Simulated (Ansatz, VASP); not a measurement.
# One calculation of ZnSe (Stilleite), two programs

INCAR

```
PREC     = Accurate       # precision mode
ENCUT    = 520            # plane-wave cutoff, eV
EDIFF    = 1E-6           # SCF threshold, eV
ISMEAR   = -1             # smearing method
SIGMA    = 0.05           # smearing width, eV
LREAL    = F              # projectors in reciprocal space
LASPH    = T              # aspherical terms in the spheres
NELM     = 60             # most SCF steps
ALGO     = Normal         # electronic algorithm
ISIF     = 2              # what is computed and relaxed
LWAVE    = F              # write WAVECAR
LCHARG   = F              # write CHGCAR
GGA      = PS             # functional
IVDW     = 12             # dispersion correction
NBANDS   = 16             # bands
```

The input KPOINTS:

```
regular mesh
0
Gamma
  8 8 8
```

The input POSCAR:

```
ZnSe
1.0
    0.0000000000      2.8893788162      2.8893788162
    2.8893788162      0.0000000000      2.8893788162
    2.8893788162      2.8893788162      0.0000000000
Se Zn
1 1
Direct
    0.7500000000      0.7500000000      0.7500000000
    0.0000000000      0.0000000000      0.0000000000
```

The input input.yaml:

```yaml
crystal:
  lattice:
    - [0.0, 2.8893788162, 2.8893788162]
    - [2.8893788162, 0.0, 2.8893788162]
    - [2.8893788162, 2.8893788162, 0.0]
  atoms:
    - { symbol: Se, position: [0.75, 0.75, 0.75] }
    - { symbol: Zn, position: [0.0, 0.0, 0.0] }
hamiltonian:
  xc: pbesol
  pseudopotentials: { kind: paw }
  dispersion: d3bj
kpoints:
  mp_grid: { grid: [8, 8, 8] }
scf:
  occupations: { method: fermi_dirac, width: 0.05 }
output:
  forces: true
  stress: true
  eigenvalues: true
  write_density: true
  write_potential: true
  elf: true
  volumetric_format: npy
```

Alike in both runs: task single point; functional PBEsol; dispersion D3(BJ); k mesh 8 × 8 × 8; occupations fermi-dirac, width 0.05 eV; no spin polarisation.

```csv
,VASP,Ansatz
version,VASP 6.6.1,Ansatz 0.2.0
potentials or method,"VASP PAW PBE potentials, release 64 (Se, Zn)",Ansatz PAW
plane-wave cutoff (eV),520,420
valence electrons in the cell,18,28
```

|  | VASP | Ansatz | Ansatz less VASP |
| --- | --- | --- | --- |
| gap on the k mesh at the Fermi level (eV) | 0.95 | 0.95 | -0.001 |
| least direct gap on the mesh (eV) | 0.95 | 0.95 | -0.001 |
| pressure (GPa) | -5.7 | -5.9 | -0.19 |
| dispersion energy (meV/atom) | -268.6 | -268.6 | -0.07 |

The two sets of potentials don't hold the same shells in valence.

Caveats: the PAW data sets were made with another functional, which shifts forces and pressure a little (VASP); the PAW data sets come from PBE, with cores solved anew for the run's functional, which leaves a small shift of forces and pressure (Ansatz). As with any semilocal functional, this PBEsol gap is likely too small.
